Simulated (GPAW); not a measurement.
Runs of GPAW 26.7.0 on Ge. The structure is orthorhombic, space group Imma (No. 74). The conventional cell has a = 4.992 Å, b = 5.302 Å, c = 2.874 Å, α = 90.00°, β = 90.00°, γ = 90.00°. Ge (site symmetry mm2) has 6 Ge at 2.68 to 2.87 Å as nearest neighbours. This isn't the form of Ge at room conditions, which is diamond.

| task | level | potentials or basis | cell | k mesh | cutoff (eV) | maxiter | exx fraction | symmetry | optimizer | fmax | mesh quality | gap on the mesh (eV) | pressure (GPa) | relaxed volume (Å³/atom) | largest force (eV/Å) |
| --- | --- | --- | --- | --- | --- | --- | --- | --- | --- | --- | --- | --- | --- | --- | --- |
| hybrid scf | r2SCANh+D3(BJ) | GPAW PAW data sets (gpaw-data 1.2.1), pw | as given | 3 × 3 × 3 | 450 | 40 | 0.1 | point_group=False | - | - | coarse | none | - | - | - |
| relaxation of cell and atoms | revPBE+D3(BJ)+ATM | the program's PAW data sets (release 1.2.1) made for this functional, pw | relaxed | 8 × 8 × 8 | 600 | 150 | - | - | BFGS | 0.02 eV/Å | not flagged | none | -0.1 | 18.19 | 0.01 |
| relaxation of cell and atoms | revPBE+D3(BJ) | the program's PAW data sets (release 1.2.1) made for this functional, pw | relaxed | 8 × 8 × 8 | 600 | 150 | - | - | BFGS | 0.02 eV/Å | not flagged | none | -0.1 | 18.11 | 0.01 |
| relaxation of cell and atoms | revPBE+D3 | the program's PAW data sets (release 1.2.1) made for this functional, pw | relaxed | 8 × 8 × 8 | 600 | 150 | - | - | BFGS | 0.02 eV/Å | not flagged | none | 0.0 | 19.01 | - |
| relaxation of cell and atoms | revPBE | the program's PAW data sets (release 1.2.1) made for this functional, pw | relaxed | 8 × 8 × 8 | 600 | 150 | - | - | BFGS | 0.02 eV/Å | not flagged | none | -0.1 | (b) | 0.02 |
| relaxation of cell and atoms | revPBE+D4 | the program's PAW data sets (release 1.2.1) made for this functional, pw | relaxed | 8 × 8 × 8 | 600 | 150 | - | - | BFGS | 0.02 eV/Å | not flagged | none | -0.1 | 18.25 | 0.01 |
| relaxation of cell and atoms | revPBE+D3(op) | the program's PAW data sets (release 1.2.1) made for this functional, pw | relaxed | 8 × 8 × 8 | 600 | 150 | - | - | BFGS | 0.02 eV/Å | not flagged | none | -0.1 | (a) | 0.01 |

Alike in all rows: no spin polarisation; smearing fermi-dirac 0.05 eV.

Estimate the missing entries.

(a) 18.36; (b) 19.61.

Caveats: some runs use coarse meshes; pairwise dispersion overbinds metals, which lowers pressure and volume (some runs); later steps reuse the first step's grids (some runs); exact exchange converges slowly with the k mesh, and this mesh is small (some runs); the scaled meta-GGA exchange is a class typed in the script (some runs); the PAW data sets were made with another functional, which shifts forces and pressure a little (some runs).

A k mesh can miss the band edges, and the runs leave out spin-orbit coupling on Ge.

A gap of «none» marks a metal or a gap under the smearing width.

Runs at the PBE level aren't shown here.
